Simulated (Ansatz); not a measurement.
Band topology of TiPbO$_{3}$ with spin–orbit coupling, calculated with Ansatz

Space group P4mm (No. 99), 5 atoms in the cell of the first input below: a = 3.890 Å, b = 3.890 Å, c = 4.169 Å, α = 90.00°, β = 90.00°, γ = 90.00°.

The structure is a measured one, not always of the ambient phase, with its volume kept and shape and atoms relaxed (pressure 4.7 GPa with this functional, without spin–orbit coupling). Functional: PBE.

Input:

```yaml
crystal:
  lattice:
    - [3.8903148187, 0.0, 0.0]
    - [0.0, 3.8903148187, 0.0]
    - [0.0, 0.0, 4.1688786615]
  atoms:
    - { symbol: Ti, position: [0.5, 0.5, 0.5367083985] }
    - { symbol: Pb, position: [0.0, 0.0, 0.0036520156] }
    - { symbol: O, position: [0.5, 0.5, 0.1101652303] }
    - { symbol: O, position: [0.5, 0.0, 0.6153371778] }
    - { symbol: O, position: [0.0, 0.5, 0.6153371778] }
basis:
  ecutwfc: 420
  ecutrho_ratio: 4
kpoints:
  mp_grid: { grid: [6, 6, 4] }
hamiltonian:
  xc: pbe
scf:
  occupations: { method: gaussian, width: 0.05 }
output:
  forces: true
  stress: true
  eigenvalues: true
  populations: true
  topological_invariants: true
magnetization:
  noncollinear: true
  spin_orbit: true
```

```bash
ansatz run input.yaml --threads 8 --pin off --max-ram 15360MiB --backend cpu --events-out ev --progress --plain --runs-dir out
```

Time: 8.5 s on 8 threads of AMD EPYC 9R45 96-Core Processor (Zen 5), on a shared host, peak memory 1.1 GiB.

Without spin–orbit coupling the gap on a 8×8×8 mesh is 1.76 eV. With it, in a separate run (self-consistent on 6×6×6, bands on 10×10×8), a gap of 1.74 eV parts the filled from the empty bands (a gap on a mesh is an upper bound, as the edges may lie between its points, so gaps on unlike meshes don't measure the coupling's effect alone). The indices are those of the lowest 44 bands, and their direct separation from the next band is open. They come from Wilson loops on the time-reversal planes.

**Question.** The cell is scaled in volume by 0.96 and 1.05 with the atoms carried along. Do the indices change?

**Answer.** No.

| volume ratio | pressure with spin–orbit coupling (GPa) | smallest direct separation sampled (eV) | at k | separation | Z2 |
| --- | --- | --- | --- | --- | --- |
| 0.96 | 12.7 | 2.133 | 0.00 0.00 -0.50 | open | (0;000) |
| 1.00 | 4.6 | 2.170 | 0.00 0.00 -0.50 | open | (0;000) |
| 1.05 | -3.3 | 2.196 | 0.00 0.00 -0.50 | open | (0;000) |

Caveats: Kohn–Sham gaps are too small; Z2 indices don't see topology that rests on crystal symmetry, and an even number of inversions cancels; atoms feel forces of up to 0.62 eV/Å at volume ratio 0.96; atoms feel forces of up to 0.69 eV/Å at volume ratio 1.05; the cell shown stands at 4.6 GPa, so it isn't this functional's equilibrium.

The compound remains an ordinary insulator in the strong Z2 sense at all three volumes, with no sign of an approaching band inversion. The filled states near the gap are mainly O 2p with some Pb 6s admixture, while the empty ones derive from Ti 3d and Pb 6p. Lead's strong spin–orbit coupling therefore acts chiefly on the empty states and can't overcome the charge-transfer separation between the two groups. The smallest direct separation exceeds the overall gap of 1.74 eV, which suggests an indirect gap.

That separation widens steadily but only slightly from the compressed to the expanded cell. Weaker overlap probably lowers the antibonding Pb 6s–O 2p states and narrows the bands, an effect partly offset by the lowering of the Ti 3d–O 2p antibonding states. Because the fractional coordinates are fixed, the series tests uniform scaling of the polar structure, not the loss of ferroelectric displacement that compression would favour, so it leaves open the topology along the path to the cubic phase.
